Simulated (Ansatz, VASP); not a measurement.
# MgF2: VASP beside Ansatz

INCAR

```
  PREC = Accurate
  ENCUT = 520
  EDIFF = 1E-6
  ISMEAR = 0
  SIGMA = 0.02
  LREAL = F
  LASPH = T
  NELM = 100
  ALGO = Normal
  ISIF = 2
  LWAVE = F
  LCHARG = T
  GGA = PE
  LELF = T
  LVHAR = T
  NBANDS = 25
```

Contents of KPOINTS:

```
regular mesh
0
Gamma
  6 6 8
```

The input POSCAR:

```
MgF2
1.0
    4.6975810725      0.0000000000      0.0000000000
    0.0000000000      4.6975810725      0.0000000000
    0.0000000000      0.0000000000      3.0929918762
Mg F
2 4
Direct
    0.5000000000      0.5000000000      0.5000000000
    0.0000000000      0.0000000000      0.0000000000
    0.6964323159      0.6964323159      0.0000000000
    0.8035676841      0.1964323159      0.5000000000
    0.3035676841      0.3035676841      0.0000000000
    0.1964323159      0.8035676841      0.5000000000
```

Input for Ansatz:

```yaml
crystal:
  lattice:
    - [4.6975810725, 0.0, 0.0]
    - [0.0, 4.6975810725, 0.0]
    - [0.0, 0.0, 3.0929918762]
  atoms:
    - { symbol: Mg, position: [0.5, 0.5, 0.5] }
    - { symbol: Mg, position: [0.0, 0.0, 0.0] }
    - { symbol: F, position: [0.6964323159, 0.6964323159, 0.0] }
    - { symbol: F, position: [0.8035676841, 0.1964323159, 0.5] }
    - { symbol: F, position: [0.3035676841, 0.3035676841, 0.0] }
    - { symbol: F, position: [0.1964323159, 0.8035676841, 0.5] }
basis:
  ecutwfc: 420
kpoints:
  mp_grid: { grid: [6, 6, 8] }
  band_path: { path: [VBM, CBM], npoints: 2 }
hamiltonian:
  xc: pbe
scf:
  occupations: { method: gaussian, width: 0.02 }
output:
  forces: true
  stress: true
  eigenvalues: true
checkpoint:
  read: start.run
  write: ck
  compress: false
  write_wavefunctions: false
  write_every: 100000
```

Alike in both runs: task single point; functional PBE; k mesh 6 × 6 × 8; occupations gaussian, width 0.02 eV; no spin polarisation.

|  | VASP | Ansatz |
| --- | --- | --- |
| version | VASP 6.6.1 | Ansatz 0.2.0 |
| potentials or method | VASP PAW PBE potentials, release 64 (Mg, F) | scalar-relativistic, plane waves, PAW |
| plane-wave cutoff (eV) | 520 | 420 |
| valence electrons in the cell | 32 | 48 |

```tsv
	VASP	Ansatz	Ansatz less VASP
gap on the k mesh at the Fermi level (eV)	6.79	6.84	+0.041
least direct gap on the mesh (eV)	6.79	6.84	+0.041
pressure (GPa)	-0.8	0.0	+0.82
largest component of the traceless stress (GPa)	0.07	0.01	-0.055
```

The two sets of potentials don't hold the same shells in valence.

A k mesh can miss the band edges. Expect the measured gap to be larger: semilocal functionals such as PBE lack the derivative discontinuity.
